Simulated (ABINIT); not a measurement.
**BN (P6_3mc): a self-consistent loop beyond G0W0, cycle by cycle**

Aim: iterate the self-energy on BN (P6_3mc) and follow the gap from cycle to cycle.

Main program and level: ABINIT 10.8.3; PBEsol and many-body steps on it, plane waves.

The database entry behind the starting cell has ideal inner coordinates that were not refined, so it need not match the best structure at ambient conditions.

### 1. Starting point

It takes space group P6_3mc (No. 186, hexagonal). The conventional cell has a = 2.536 Å, b = 2.536 Å, c = 4.199 Å, α = 90.00°, β = 90.00°, γ = 120.00°. Nearest to B lie 4 N at 1.56 to 1.57 Å. N has 4 B at 1.56 to 1.57 Å nearest. Farther neighbours and most contacts between anions are not listed.

The cell and positions come from the Crystallography Open Database and are kept as given unless a step says otherwise. This is not the form that BN usually takes at ambient conditions.

### 2. Empty states on the mesh, 3×3×2 mesh, 27 bands

This step: ABINIT 10.8.3; DFT, PBEsol, plane waves, norm-conserving pseudopotentials.

The sums over transitions need many empty states on a uniform mesh; this step solves for them.

run.abi reads:

```
acell 3*1.0 Angstrom
rprim 
  2.536000000002 -0.000000000000 0.000000000000
  -1.268000000000 2.196240423999 0.000000000000
  0.000000000000 0.000000000000 4.199000000000
ntypat 2
znucl 5 7
natom 4
typat 1 1 2 2
xred 
  0.666666666667 0.333333333333 0.000000000000
  0.333333333333 0.666666666667 0.500000000000
  0.666666666667 0.333333333333 0.375000000000
  0.333333333333 0.666666666667 0.875000000000
pp_dirpath "pseudos"
pseudos "B.upf, N.upf"
ecut 36
ngkpt 3 3 2
nshiftk 1
shiftk 0 0 0
kptopt 1
chksymbreak 0
iscf -2
irdden 1
istwfk *1
nband 27
nbdbuf 4
tolwfr 1e-09
nstep 60
prtvol 0
indata_prefix "in"
outdata_prefix "out"
tmpdata_prefix "tmp"
```

Command:

```
OMP_NUM_THREADS=1 mpirun -n 4 abinit run.abi > log
```

Numbers of over 12 decimals in the logs are rounded to 6 here.

The log of the run:

```text
.Version 10.8.3 of ABINIT. v10.8.2 released Aug 2026.

 Symmetries : space group P6_3 m c (#186); Bravais hP (primitive hexag.)
[... echo of the input left out ...]
== DATASET  1 ==================================================================
-   mpi_nproc: 4, omp_nthreads: 1 (-1 if OMP is not activated)

--- !DatasetInfo
iteration_state: {dtset: 1, }
dimensions: {natom: 4, nkpt: 6, mband: 27, nsppol: 1, nspinor: 1, nspden: 1, mpw: 1677, }
cutoff_energies: {ecut:  36.0, pawecutdg:  -1.0, }
[...]
0.62356    0.62356    0.62966    0.66947    0.71368    0.75417    0.75417    0.90747
   1.10630    1.11113    1.11113    1.20263    1.26105    1.28457    1.28457    1.35697
   1.62297    1.62297    1.69826
 prteigrs : prtvol=0 or 1, do not print more k-points.

== END DATASET(S) ==============================================================
================================================================================

 -outvars: echo values of variables after computation  --------
            nband          27
             nkpt           6
          spgroup         186
 [... the other variables as echoed above ...]

 Calculation completed.
```

It took 2.5 s on 4 MPI ranks of Arm Neoverse V2, shared host; peak memory 0.07 GiB.

Numbers from this step:

- gap: 5.041 eV
- k of the valence top: 0, 0, 0
- k of the conduction bottom: 0.3333, 0.3333, 0
- least direct gap: 8.446 eV
- k points computed: 6
- lowest point of the top converged band, above the valence top: 26.43 eV

On this mesh the gap is 5.041 eV.

The density comes from a self-consistent run that is not shown.

### 3. Screening, 3×3×2 mesh, 23 bands, screening to 106.1 eV

The RPA dielectric matrix is built and inverted for each q.

This step: RPA screening on PBEsol, plane waves, norm-conserving pseudopotentials.

Changes to run.abi since step 2:

```diff
@@ -22,10 +22,11 @@
 chksymbreak 0
-iscf -2
-irdden 1
 istwfk *1
-nband 27
-nbdbuf 4
-tolwfr 1e-09
-nstep 60
-prtvol 0
+occopt 1
+irdwfk 1
+optdriver 3
+nband 23
+ecuteps 3.9
+inclvkb 2
+awtr 1
+symchi 1
 indata_prefix "in"
```

The log of the run:

```text
.Version 10.8.3 of ABINIT. v10.8.2 released Aug 2026.

 Symmetries : space group P6_3 m c (#186); Bravais hP (primitive hexag.)
[... echo of the input left out ...]
== DATASET  1 ==================================================================
-   mpi_nproc: 4, omp_nthreads: 1 (-1 if OMP is not activated)

--- !DatasetInfo
iteration_state: {dtset: 1, }
dimensions: {natom: 4, nkpt: 6, mband: 23, nsppol: 1, nspinor: 1, nspden: 1, mpw: 1677, }
cutoff_energies: {ecut:  36.0, pawecutdg:  -1.0, }
electrons: {nelect:   1.60000000E+01, charge:   0.00000000E+00, occopt:   1.00000000E+00, tsmear:   1.00000000E-02, }

 SCREENING: Calculation of the susceptibility and dielectric matrices

 Based on a program developped by R.W. Godby, V. Olevano, G. Onida, and L. Reining.
 Incorporated in ABINIT by V. Olevano, G.-M. Rignanese, and M. Torrent.
.Using double precision arithmetic ; gwpc =  8

[... cell and pseudopotentials left out ...]
--------------------------------------------------------------------------------

 ==== K-mesh for the wavefunctions ====
 Number of points in the irreducible wedge :     6
[... list of points left out ...]
 Together with 12 symmetry operations and time-reversal symmetry
 yields    18 points in the full Brillouin Zone.

 ==== Q-mesh for the screening function ====
 Number of points in the irreducible wedge :     6
[... list of points left out ...]
 Together with 12 symmetry operations and time-reversal symmetry
 yields    18 points in the full Brillouin Zone.

 setmesh: FFT mesh size selected  =    15x   15x   30
          total number of points  =         6750

 vcoul_init : cutoff-mode = AUXILIARY_FUNCTION
 q-points for optical limit:   1
     1)      0.000010    0.000020    0.000030

- screening: taking advantage of time-reversal symmetry
- Maximum band index for partially occupied states nbvw = 8
- Remaining bands to be divided among processors   nbcw = 15
- Number of bands treated by each node ~3

 Number of electrons calculated from density =   16.0000; Expected =   16.0000
 average of density, n =  0.101379
 r_s =    1.3304
 omega_plasma =   30.7135 [eV]

 calculating chi0 at frequencies [eV] :
  1    0.000000E+00    0.000000E+00
  2    0.000000E+00    3.071353E+01

--------------------------------------------------------------------------------
  q-point number  1        q = ( 0.000000, 0.000000, 0.000000) [r.l.u.]
--------------------------------------------------------------------------------
[... chi0 elements left out ...]
 For q-point:  0.000010 0.000020 0.000030
  dielectric constant =   5.2239
  dielectric constant without local fields =   5.4685

  Average fulfillment of the sum rule on Im[epsilon] for q-point    1 :     37.33  [%]
[... wings left out ...]
  q-point number  2        q = ( 0.333333, 0.000000, 0.000000) [r.l.u.]
--------------------------------------------------------------------------------
[... chi0 elements left out ...]
  Average fulfillment of the sum rule on Im[epsilon] for q-point    2 :     50.12  [%]

 [... 4 further q-points ...]
```

Run time: 1.8 s. Hardware: 4 MPI ranks; peak memory 0.07 GiB.

Numbers from this step:

```yaml
eps_infinity_with_local_fields_on_this_mesh_along_the_program_s_q_direction: 5.224
the_same_without_local_fields: 5.468
plasma_frequency: 30.71 eV
plane_waves_in_the_screening_matrix: 55
```

Local fields lower ε∞ by 4 %. On a Γ-centred mesh this coarse the value itself is usually too large, while a short band sum pulls it down.

### 4. G0W0

The self-energy is evaluated for the states that the input lists, and the levels follow from it, in one-shot runs by the linearised quasiparticle equation.

This step: G0W0 on PBEsol, plane waves, norm-conserving pseudopotentials.

Changes to run.abi since step 3:

```diff
@@ -25,8 +25,17 @@
 irdwfk 1
-optdriver 3
+optdriver 4
 nband 23
+gwcalctyp 0
+ecutsigx 36
+symsigma 1
+nkptgw 2
+kptgw 
+  0.0000000000 0.0000000000 0.0000000000
+  0.3333333333 0.3333333333 0.0000000000
+bdgw 
+  7 10
+  7 11
 ecuteps 3.9
-inclvkb 2
-awtr 1
-symchi 1
+irdscr 1
+ppmodel 1
 indata_prefix "in"
```

The log of the run:

```text
.Version 10.8.3 of ABINIT. v10.8.2 released Aug 2026.

 Symmetries : space group P6_3 m c (#186); Bravais hP (primitive hexag.)
[... echo of the input left out ...]
== DATASET  1 ==================================================================
-   mpi_nproc: 4, omp_nthreads: 1 (-1 if OMP is not activated)

--- !DatasetInfo
iteration_state: {dtset: 1, }
dimensions: {natom: 4, nkpt: 6, mband: 23, nsppol: 1, nspinor: 1, nspden: 1, mpw: 1677, }
cutoff_energies: {ecut:  36.0, pawecutdg:  -1.0, }
electrons: {nelect:   1.60000000E+01, charge:   0.00000000E+00, occopt:   1.00000000E+00, tsmear:   1.00000000E-02, }

 SIGMA: Calculation of the GW corrections

 Based on a program developped by R.W. Godby, V. Olevano, G. Onida, and L. Reining.
 Incorporated in ABINIT by V. Olevano, G.-M. Rignanese, and M. Torrent.
.Using double precision arithmetic ; gwpc =  8

[... cell and pseudopotentials left out ...]
--------------------------------------------------------------------------------

 ==== K-mesh for the wavefunctions ====
 Number of points in the irreducible wedge :     6
[... list of points left out ...]
 Together with 12 symmetry operations and time-reversal symmetry
 yields    18 points in the full Brillouin Zone.

 ==== Q-mesh for screening function ====
 Number of points in the irreducible wedge :     6
[... list of points left out ...]
 Together with 12 symmetry operations and time-reversal symmetry
 yields    18 points in the full Brillouin Zone.

 vcoul_init : cutoff-mode = AUXILIARY_FUNCTION
 q-points for optical limit:   1
     1)      0.000010    0.000020    0.000030
 setmesh: FFT mesh size selected  =    27x   27x   48
          total number of points  =        34992

 Number of electrons calculated from density =   16.0000; Expected =   16.0000
 average of density, n =  0.101379
 r_s =    1.3304
 omega_plasma =   30.7135 [eV]

 === KS Band Gaps ===
  >>>> For spin  1
   Minimum direct gap =   8.4459 [eV], located at k-point      :   0.0000  0.0000  0.0000
   Fundamental gap    =   5.0411 [eV], Top of valence bands at :   0.0000  0.0000  0.0000
                                       Bottom of conduction at :   0.3333  0.3333  0.0000
 SIGMA fundamental parameters:
 PLASMON POLE MODEL  1
 number of plane-waves for SigmaX                 1677
 number of plane-waves for SigmaC and W             55
 number of plane-waves for wavefunctions          1677
 number of bands                                    23
 number of independent spin polarizations            1
 number of spinorial components                      1
 number of k-points in IBZ                           6
 number of q-points in IBZ                           6
 number of symmetry operations                      12
 number of k-points in BZ                           18
 number of q-points in BZ                           18
 number of frequencies for dSigma/dE                 9
 frequency step for dSigma/dE [eV]                0.25
 number of omega for Sigma on real axis              0
 max omega for Sigma on real axis  [eV]           0.00
 zcut for avoiding poles [eV]                     0.10

 EPSILON^-1 parameters (SCR file):
 dimension of the eps^-1 matrix on file             55
 dimension of the eps^-1 matrix used                55
 number of plane-waves for wavefunctions          1677
 number of bands                                    23
 number of q-points in IBZ                           6
 number of frequencies                               2
 number of real frequencies                          1
 number of imag frequencies                          1

 matrix elements of self-energy operator (all in [eV])

 Perturbative Calculation

--- !SelfEnergy_ee
iteration_state: {dtset: 1, }
kpoint     : [   0.000,    0.000,    0.000, ]
spin       : 1
KS_gap     :    8.446
QP_gap     :   10.568
Delta_QP_KS:    2.122
data: !SigmaeeData |
     Band     E0 <VxcDFT>   SigX SigC(E0)      Z dSigC/dE  Sig(E)    E-E0       E
        7   8.522 -18.525 -22.211   4.012   0.837  -0.195 -18.253   0.272   8.794
        8   8.522 -18.525 -22.211   4.012   0.837  -0.195 -18.253   0.272   8.794
        9  16.968 -13.576  -6.745  -4.026   0.854  -0.172 -11.181   2.395  19.363
       10  16.968 -13.576  -6.745  -4.026   0.854  -0.172 -11.181   2.395  19.363

--- !SelfEnergy_ee
iteration_state: {dtset: 1, }
kpoint     : [   0.333,    0.333,    0.000, ]
spin       : 1
KS_gap     :   10.530
QP_gap     :   12.729
Delta_QP_KS:    2.199
data: !SigmaeeData |
     Band     E0 <VxcDFT>   SigX SigC(E0)      Z dSigC/dE  Sig(E)    E-E0       E
        7   3.033 -16.107 -21.018   4.475   0.822  -0.216 -16.465  -0.358   2.676
        8   3.033 -16.108 -21.018   4.475   0.822  -0.216 -16.465  -0.358   2.676
        9  13.563 -12.056  -6.379  -3.551   0.866  -0.155 -10.215   1.841  15.404
       10  22.069 -15.753  -7.525  -4.829   0.828  -0.208 -12.940   2.813  24.882
       11  22.069 -15.753  -7.525  -4.829   0.828  -0.208 -12.940   2.813  24.882

== END DATASET(S) ==============================================================
================================================================================

 -outvars: echo values of variables after computation  --------
           etotal      0.0000000000E+00
            nband          23
             nkpt           6
          spgroup         186
 [... the other variables as echoed above ...]

 Calculation completed.
```

The job ended after 1.8 s (4 MPI ranks; peak memory 0.09 GiB).

Numbers from this step:

* G0W0 gap on the points computed: 6.610 eV
* starting gap on the mesh: 5.041 eV
* k of the valence top: 0, 0, 0
* k of the conduction bottom: 0.3333, 0.3333, 0
* Z at the valence top: 0.837
* Z at the conduction bottom: 0.866
* least direct G0W0 gap on the computed points: 10.57 eV

The gap on the mesh goes from 5.04 eV to 6.61 eV, a correction of +1.57 eV.

### 5. evGW0, cycle 1

This step: evGW0 on PBEsol, plane waves, norm-conserving pseudopotentials.

Changes to run.abi since step 4:

```diff
@@ -27,12 +27,20 @@
 nband 23
-gwcalctyp 0
+gwcalctyp 10
 ecutsigx 36
 symsigma 1
-nkptgw 2
+nkptgw 6
 kptgw 
   0.0000000000 0.0000000000 0.0000000000
+  0.3333333333 0.0000000000 0.0000000000
   0.3333333333 0.3333333333 0.0000000000
+  0.0000000000 0.0000000000 0.5000000000
+  0.3333333333 0.0000000000 0.5000000000
+  0.3333333333 0.3333333333 0.5000000000
 bdgw 
-  7 10
-  7 11
+  1 16
+  1 16
+  1 16
+  1 16
+  1 16
+  1 16
 ecuteps 3.9
```

The log of the run:

```text
.Version 10.8.3 of ABINIT. v10.8.2 released Aug 2026.

 Symmetries : space group P6_3 m c (#186); Bravais hP (primitive hexag.)
[... echo of the input left out ...]
== DATASET  1 ==================================================================
-   mpi_nproc: 4, omp_nthreads: 1 (-1 if OMP is not activated)

--- !DatasetInfo
iteration_state: {dtset: 1, }
dimensions: {natom: 4, nkpt: 6, mband: 23, nsppol: 1, nspinor: 1, nspden: 1, mpw: 1677, }
cutoff_energies: {ecut:  36.0, pawecutdg:  -1.0, }
electrons: {nelect:   1.60000000E+01, charge:   0.00000000E+00, occopt:   1.00000000E+00, tsmear:   1.00000000E-02, }

 SIGMA: Calculation of the GW corrections

 Based on a program developped by R.W. Godby, V. Olevano, G. Onida, and L. Reining.
 Incorporated in ABINIT by V. Olevano, G.-M. Rignanese, and M. Torrent.
.Using double precision arithmetic ; gwpc =  8

[... cell and pseudopotentials left out ...]
--------------------------------------------------------------------------------

 ==== K-mesh for the wavefunctions ====
 Number of points in the irreducible wedge :     6
[... list of points left out ...]
 Together with 12 symmetry operations and time-reversal symmetry
 yields    18 points in the full Brillouin Zone.

 ==== Q-mesh for screening function ====
 Number of points in the irreducible wedge :     6
[... list of points left out ...]
 Together with 12 symmetry operations and time-reversal symmetry
 yields    18 points in the full Brillouin Zone.

 vcoul_init : cutoff-mode = AUXILIARY_FUNCTION
 q-points for optical limit:   1
     1)      0.000010    0.000020    0.000030
 setmesh: FFT mesh size selected  =    27x   27x   48
          total number of points  =        34992

 Number of electrons calculated from density =   16.0000; Expected =   16.0000
[...]
data: !SigmaeeData |
     Band     E_DFT   <VxcDFT>   E(N-1)  <Hhartree>   SigX  SigC[E(N-1)]    Z     dSigC/dE  Sig[E(N)]  DeltaE  E(N)_pert E(N)_diago
[...]
--- !SelfEnergy_ee
iteration_state: {dtset: 1, }
kpoint     : [   0.333,    0.333,    0.500, ]
spin       : 1
KS_gap     :   12.435
QP_gap     :   14.628
Delta_QP_KS:    2.192
data: !SigmaeeData |
     Band     E_DFT   <VxcDFT>   E(N-1)  <Hhartree>   SigX  SigC[E(N-1)]    Z     dSigC/dE  Sig[E(N)]  DeltaE  E(N)_pert E(N)_diago
[...]
15    25.356   -16.509    25.356    41.864    -7.254    -5.528     0.806    -0.241   -13.507     3.002    28.357    29.082
       16    25.356   -16.509    25.356    41.864    -7.254    -5.528     0.806    -0.241   -13.507     3.002    28.357    29.082

 New Fermi energy :        4.508533E-01 Ha ,    1.226834E+01 eV
 New Exchange energy :    -6.665649E+00 Ha ,   -1.813815E+02 eV

 === QP Band Gaps ===
  >>>> For spin  1
   Minimum direct gap =  10.8710 [eV], located at k-point      :   0.3333  0.0000  0.0000
   Fundamental gap    =   6.8414 [eV], Top of valence bands at :   0.0000  0.0000  0.0000
                                       Bottom of conduction at :   0.3333  0.3333  0.0000

 writing QP data on file : out_QPS

 Convergence of QP corrections
 >>>>> For spin  1 <<<<<
.  kptgw no:  1; Maximum DeltaE = (   3.071  -0.000) for band index: 16
.  kptgw no:  2; Maximum DeltaE = (   3.104   0.001) for band index: 16
.  kptgw no:  3; Maximum DeltaE = (   2.848  -0.000) for band index: 13
.  kptgw no:  4; Maximum DeltaE = (   2.624   0.001) for band index: 16
.  kptgw no:  5; Maximum DeltaE = (   2.959  -0.000) for band index: 16
.  kptgw no:  6; Maximum DeltaE = (   3.002   0.000) for band index: 15

== END DATASET(S) ==============================================================
================================================================================

 -outvars: echo values of variables after computation  --------
           etotal      0.0000000000E+00
            nband          23
             nkpt           6
          spgroup         186
 [... the other variables as echoed above ...]

 Calculation completed.
```

It took 3.5 s on 4 MPI ranks; peak memory 0.36 GiB.

Numbers from this step:

| Property | Result |
| --- | --- |
| quasiparticle gap on the mesh | 6.841 eV |
| gap of the density functional on the mesh | 5.041 eV |
| k of the valence top | 0, 0, 0 |
| k of the conduction bottom | 0.3333, 0.3333, 0 |
| Z at the valence top | 0.837 |
| Z at the conduction bottom | 0.866 |
| least direct quasiparticle gap on the computed points | 10.87 eV |

Against G0W0 in ABINIT (3×3×2 mesh, 23 bands, screening to 106.1 eV, Godby-Needs plasmon pole), the gap moves by +0.231 eV. This first cycle still uses the starting levels; it takes the full correction, at all points of the mesh, and its linearised value is 6.610 eV.

### 6. evGW0, cycle 2

The corrected levels of the last cycle go back in.

Changes to run.abi since step 5:

```diff
@@ -48,2 +48,3 @@
 ppmodel 1
+irdqps 1
 indata_prefix "in"
```

The log of the run:

```text
.Version 10.8.3 of ABINIT. v10.8.2 released Aug 2026.

 Symmetries : space group P6_3 m c (#186); Bravais hP (primitive hexag.)
[... echo of the input left out ...]
== DATASET  1 ==================================================================
-   mpi_nproc: 4, omp_nthreads: 1 (-1 if OMP is not activated)

--- !DatasetInfo
iteration_state: {dtset: 1, }
dimensions: {natom: 4, nkpt: 6, mband: 23, nsppol: 1, nspinor: 1, nspden: 1, mpw: 1677, }
cutoff_energies: {ecut:  36.0, pawecutdg:  -1.0, }
[...]
.  kptgw no:  4; Maximum DeltaE = (   0.211  -0.053) for band index:  2
.  kptgw no:  5; Maximum DeltaE = (   0.178   0.012) for band index:  2
.  kptgw no:  6; Maximum DeltaE = (   0.219  -0.001) for band index:  2

== END DATASET(S) ==============================================================
================================================================================

 -outvars: echo values of variables after computation  --------
           etotal      0.0000000000E+00
            nband          23
             nkpt           6
          spgroup         186
 [... the other variables as echoed above ...]

 Calculation completed.
```

Run time: 3.5 s. Hardware: 4 MPI ranks; peak memory 0.32 GiB; 14 s of CPU time.

Numbers from this step:

* quasiparticle gap on the mesh: 6.807 eV
* gap of the density functional on the mesh: 5.041 eV
* k of the valence top: 0, 0, 0
* k of the conduction bottom: 0.3333, 0.3333, 0
* least direct quasiparticle gap on the computed points: 10.80 eV

Against the cycle before, the gap moves by −0.034 eV.

(Continued in part 2 of 3.)

[Paths, hosts, dates, memory and timing lines, banners, echoed tables and standing remarks are left out of the program output.]

[Logs are printed without paths, hosts, clocks, repeated set-up lines and the standing remarks that a program may print on its own settings, such as how far it seeks lower states.]

[Runs of the session that timed out or met a known fault of the program may be left out.]

[Hosts, paths, dates, database ids (printed as entryN), source tags and the programs' standing remarks are cut or masked in the printed files.]

[G0W0 gaps are taken among the corrected bands and points alone; a level outside them can change the order at an edge.]

[Where Ansatz stands beside ABINIT at settings called matched, ABINIT's density can come from a denser mesh and the files from another edition; pairs whose starting gaps differed by over 0.03 eV were left out, so agreement reads better than it is.]
